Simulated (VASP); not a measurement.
Here is a VASP 6.6.1 calculation.

File INCAR:

```
SYSTEM = V
PREC = Accurate ; ENCUT = 600
EDIFF = 1E-6 ; ISMEAR = 0
SIGMA = 0.1 ; LREAL = .False.
LASPH = .True. ; NELM = 100
ALGO = Fast ; ISIF = 3
LWAVE = .False. ; LCHARG = .False.
GGA = PE ; IBRION = 2
NSW = 90 ; EDIFFG = -0.04
```

Contents of KPOINTS:

```
Automatic mesh
0
Gamma
  6 6 4
  0 0 0
```

The input POSCAR:

```
V
1.0
    3.4057518926      0.0000000000      0.0000000000
   -1.7028759463      2.9494676580      0.0000000000
    0.0000000000      0.0000000000      5.6194906228
V
4
Direct
    0.3333333333      0.6666666667      0.4375000000
    0.6666666667      0.3333333333      0.9375000000
    0.6666666667      0.3333333333      0.5625000000
    0.3333333333      0.6666666667      0.0625000000
```

Potentials or basis: VASP PAW PBE potentials, release 64 (V_sv).

Launch:

```bash
$ cat potpaw_PBE.64/V_sv/POTCAR > POTCAR
$ mpirun -np 1 vasp_std > vasp.out
```

**Question.** Estimate the band gap on the k mesh.

**Answer.** None (metal or under the smearing width).

**Question.** What does it give for the relaxed volume?

**Answer.** 13.95 Å³/atom.

**Question.** What does it give for the space group after relaxing (to 0.05 Å)?

**Answer.** P6_3/mmc (No. 194).

The path:
```csv
step,energy change (eV),largest force (eV/Å),pressure (GPa),volume (Å³)
1,0.0000,0.8428,30.33,56.45
3,-1.4729,0.4905,0.07,74.67
5,-1.5403,0.9271,-0.76,75.05
7,0.7509,10.6414,31.24,72.16
9,-1.4409,2.2686,8.92,73.11
11,-1.7709,0.3862,1.72,73.86
13,-1.7872,0.0180,2.74,73.79
15,-1.8772,0.0697,2.43,74.06
17,-2.4127,0.0724,1.24,75.20
19,-4.3545,4.1262,-0.75,78.56
21,-3.4003,9.5740,10.03,78.93
23,-3.4691,9.1078,9.26,78.88
25,-3.5643,9.2910,8.71,79.34
27,-3.6716,10.3700,8.07,81.00
29,-4.2496,8.3281,3.22,81.32
31,-5.5850,1.9813,-13.28,82.66
33,-5.7004,0.5569,-18.01,83.19
35,-6.0961,0.7590,-17.45,79.99
37,-7.6081,2.0057,-10.33,66.54
39,-8.2182,3.6394,5.53,56.74
41,-8.7726,0.5562,22.71,50.22
43,-9.0005,0.9961,13.61,52.10
45,-9.1935,0.3606,-2.28,56.58
47,-9.2023,0.2574,-0.67,56.03
49,-9.2070,0.0130,0.24,55.79
```
